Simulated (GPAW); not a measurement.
A run of GPAW 26.7.0:

Contents of run.py:

```python
import numpy as np
from ase.dft.bandgap import bandgap
from ase.io import read, write
from gpaw import GPAW, PW
from gpaw.response.df import DielectricFunction

atoms = read('POSCAR')

calc = GPAW(mode=PW(600),
            xc='LDA',
            kpts={'size': (8, 8, 8), 'gamma': True},
            occupations={'name': 'fermi-dirac', 'width': 0.05},
            nbands=11,
            convergence={'density': 1e-06},
            maxiter=60,
            txt='gpaw.txt')
atoms.calc = calc
energy = atoms.get_potential_energy()
calc.write('gs.gpw')
write('result.traj', atoms)
print(f'Energy: {energy:.6f} eV')
print('Fermi level:', round(calc.get_fermi_level(), 4), 'eV')
print(f'Gap: {bandgap(calc)[0]:.4f} eV, direct: {bandgap(calc, direct=True)[0]:.4f} eV')

dense = calc.fixed_density(kpts={'size': (15, 15, 15), 'gamma': True},
                           nbands=30, convergence={'bands': 24},
                           update_fermi_level=True, txt='dense.txt')
dense.write('dense.gpw', mode='all')

df = DielectricFunction('dense.gpw', frequencies=np.array([0.0]), hilbert=False, eta=0.001,
                        ecut=80, nbands=24, txt='df.txt')
for q_c in [[0.0666666667, 0.0, 0.0], [0.1333333333, 0.0, 0.0], [0.2, 0.0, 0.0], [0.2666666667, 0.0, 0.0], [0.4666666667, 0.0, 0.0], [0.7333333333, 0.0, 0.0], [0.9333333333, 0.0, 0.0], [0.0666666667, 0.0666666667, 0.0666666667], [0.1333333333, 0.1333333333, 0.1333333333], [0.2, 0.2, 0.2], [0.2666666667, 0.2666666667, 0.2666666667], [0.4666666667, 0.4666666667, 0.4666666667], [0.7333333333, 0.7333333333, 0.7333333333], [0.9333333333, 0.9333333333, 0.9333333333]]:
    e0, e = df.get_dielectric_function(xc='RPA', q_c=q_c, filename=None)
    q = np.linalg.norm(2 * np.pi * np.array(q_c) @ atoms.cell.reciprocal())
    print(q_c, f'|q| = {q:.4f} 1/A: eps {e0[0].real:.4f} without, {e[0].real:.4f} with local fields')
```

The input POSCAR:

```
BAs
1.0
    0.0000000000      2.3885000000      2.3885000000
    2.3885000000      0.0000000000      2.3885000000
    2.3885000000      2.3885000000      0.0000000000
As B
1 1
Direct
    0.7500000000      0.7500000000      0.7500000000
    0.0000000000      0.0000000000      0.0000000000
```

Potentials or basis: the program's PAW data sets (release 1.2.1) made for this functional, pw.

Command:

```console
$ OMP_NUM_THREADS=1 python run.py
```

Hardware: 1 thread of Arm Neoverse V1, with other jobs on the host.

Q: How long does it take, and how much memory?

A: It took 3.8 min on 1 thread of Arm Neoverse V1 (shared host), peak memory 0.31 GiB. Counts: scf iterations 20, plane waves 941, bands 11, k points 29.
